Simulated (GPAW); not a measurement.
Consider AlN (P6_3mc).

```xyz
4
Lattice="3.1130 0.0000 0.0000 -1.5565 2.6959 0.0000 0.0000 0.0000 4.9810" Properties=species:S:1:pos:R:3 pbc="T T T"
Al    1.5565    0.8986    2.4905
Al    0.0000    1.7973    0.0000
N     1.5565    0.8986    4.3833
N     0.0000    1.7973    1.8928
```

Absorber: atom 1, with 4 N at 1.89 Å (tetrahedral, site symmetry 3m). Method: GPAW, PBE, full core hole (charged cell), 16-atom cell with 5.9 Å between holes, 5×5×5 k points, dipole transitions, Gaussian full width 0.9 eV up to 4 eV, rising linearly to 3.5 eV at 25 eV.

The database entry behind the starting cell differs from later determinations by our own check (inner coordinate u about 0.002 short), so it need not match the best structure at ambient conditions.

Q: Predict the near-edge structure at the Al K edge.

Main maxima up to 24 eV above the zero (height): 1.9 eV (1.65), 6.8 eV (2.12), 10.6 eV (1.24) and 18.2 eV (1.06). A K edge sees empty p states on the absorber. The total-energy difference plus the lowest empty eigenvalue puts the zero at 1572.90 eV. One term is added: -13.99 eV, since the hole is spin-paired here and a spin-polarised one costs that much less in the free atom (computed apart). The photon energy is then 1558.91 eV. The tabulated edge of the element is 1559 eV. The functional and the charged cell's background leave an error of a few eV in such absolute values.

The Al K spectrum (energy from the lowest empty level; intensity scaled to a mean of 1 over the first 20 eV; polarised curves are means over the symmetry-equivalent atoms):

```
E (eV)  isotropic  ε ⊥ c  ε ∥ c
  -2.0       0.00   0.00   0.00
  -1.0       0.00   0.00   0.00
   0.0       0.02   0.01   0.02
   1.0       0.73   0.79   0.61
   2.0       1.63   1.59   1.73
   3.0       0.84   0.66   1.19
   4.0       0.66   0.46   1.06
   5.0       1.34   1.01   2.01
   6.0       1.63   1.96   0.98
   7.0       2.10   2.77   0.74
   8.0       1.27   1.55   0.70
   9.0       0.83   0.83   0.84
  10.0       1.12   0.86   1.64
  11.0       1.18   0.85   1.82
  12.0       0.78   0.63   1.07
  13.0       0.50   0.46   0.57
  14.0       0.55   0.50   0.63
  15.0       0.64   0.60   0.73
  16.0       0.72   0.73   0.72
  17.0       0.91   0.99   0.73
  18.0       1.06   1.18   0.81
  19.0       0.98   1.07   0.82
  20.0       0.78   0.81   0.71
  21.0       0.61   0.62   0.58
  22.0       0.49   0.50   0.46
  23.0       0.42   0.42   0.41
  24.0       0.43   0.42   0.46
  25.0       0.54   0.49   0.62
  26.0       0.69   0.62   0.82
  27.0       0.79   0.72   0.91
```

The holes are only 5.9 Å apart, so the shape is probably not converged with cell size; no larger cell was run here. The mesh is coarse (0.27 Å⁻¹ between points), so small maxima may be mesh ripples. The structure is a published determination, not relaxed.

[Banner, clock and machine lines of the logs are left out without a mark of their own.]

[Logs are printed without paths, hosts, clocks, repeated set-up lines and the standing remarks that a program may print on its own settings, such as how far it seeks lower states.]

[Hosts, paths, dates, database ids (printed as entryN), source tags and the programs' standing remarks are cut or masked in the printed files.]

[Lists of maxima count a maximum above −3 eV only where it reaches 4 % of the highest in the window and stands out from its surroundings by 2 % of it (1.5 % where it reaches 55 %); shoulders and weaker maxima are passed over, and of the rest the first, up to two pre-edge ones and the few strongest are named.]
